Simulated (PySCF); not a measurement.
Spectra and structures to be paired. Computed with PySCF, TDDFT B3LYP/def2-SVPD, vertical, gas phase, core orbitals frozen in the response. Geometries: PBE0-D3(BJ)/def2-SVP; one conformer of each isolated species. Triplets are in the Tamm–Dancoff approximation. Atoms past krypton carry core potentials; spin–orbit coupling is left out. Ions are computed without counter-ions or solvent.

A. `CC(C)=[N+](C)C`
B. `Cn1ccnn1`
C. `C1CC[NH2+]CC1`
D. `O=C([O-])/C(F)=C/C(F)F`
E. `[CH3][Sn]([CH3])([CH3])[c]1ccccc1`

Lowest singlet levels (six at most, fewer where fewer were computed) with oscillator strengths:

1. 5.59 eV (f 0.004); 6.55 eV (f 0.092); 6.79 eV (f 0.007); 6.81 eV (f 0.015); 6.85 eV (f 0.012); 7.11 eV (f 0.032)
2. 5.29 eV (f 0.000); 5.83 eV (f 0.098); 5.88 eV (f 0.026); 5.91 eV (f 0.000); 6.08 eV (f 0.025); 6.25 eV (f 0.000); T1 4.11 eV
3. 3.82 eV (f 0.000); 4.00 eV (f 0.000); 4.69 eV (f 0.015); 5.31 eV (f 0.009); 5.46 eV (f 0.005); 5.65 eV (f 0.001); T1 3.59 eV
4. 6.83 eV (f 0.342); 7.05 eV (f 0.000); 7.93 eV (f 0.026); 8.20 eV (f 0.004); 8.33 eV (f 0.001); 8.44 eV (f 0.169); T1 4.62 eV
5. 8.06 eV (f 0.010); 8.13 eV (f 0.000); 8.14 eV (f 0.008); 9.02 eV (f 0.007); 9.04 eV (f 0.086); 9.07 eV (f 0.003); T1 7.96 eV

Question: Which spectrum belongs to which structure?

Answer: 1 = B, 2 = E, 3 = D, 4 = A, 5 = C.
- A: S1 at 6.83 eV, HOMO→LUMO (96%); Löwdin shares by element: HOMO nitrogen 35%, carbon 30% or more (atoms not listed hold the other 35%); LUMO carbon 54% or more, nitrogen 26% (atoms not listed hold the other 20%); HOMO -13.50 and LUMO -6.44 eV; point group C2, 1 of its 6 listed states under f = 0.0005.
- B: S1 at 5.59 eV, HOMO→LUMO (99%); Löwdin shares by element: HOMO nitrogen 85%, carbon 10% or more; LUMO nitrogen 60%, carbon 19% or more (atoms not listed hold the other 21%); HOMO -7.35 and LUMO -0.42 eV.
- C: S1 at 8.06 eV, HOMO→LUMO (87%), HOMO-2→LUMO (13%); Löwdin shares by element: HOMO carbon 54% or more, hydrogen 16% or more (atoms not listed hold the other 30%); LUMO hydrogen 40% or more, nitrogen 16%, carbon 8% or more (atoms not listed hold the other 36%); HOMO -13.58 and LUMO -4.73 eV; point group Cs, 1 of its 6 listed states under f = 0.0005.
- D: S1 at 3.82 eV, HOMO→LUMO (99%); Löwdin shares by element: HOMO oxygen 88%, carbon 7% or more; LUMO carbon 59% or more, oxygen 7% or more (atoms not listed hold the other 34%); HOMO -2.27 and LUMO 2.75 eV.
- E: S1 at 5.29 eV, HOMO→LUMO+1 (50%), HOMO-1→LUMO (48%); Löwdin shares by element: HOMO carbon 59% or more (atoms not listed hold the other 41%); LUMO carbon 65% or more (atoms not listed hold the other 35%); HOMO -6.88 and LUMO -0.56 eV.
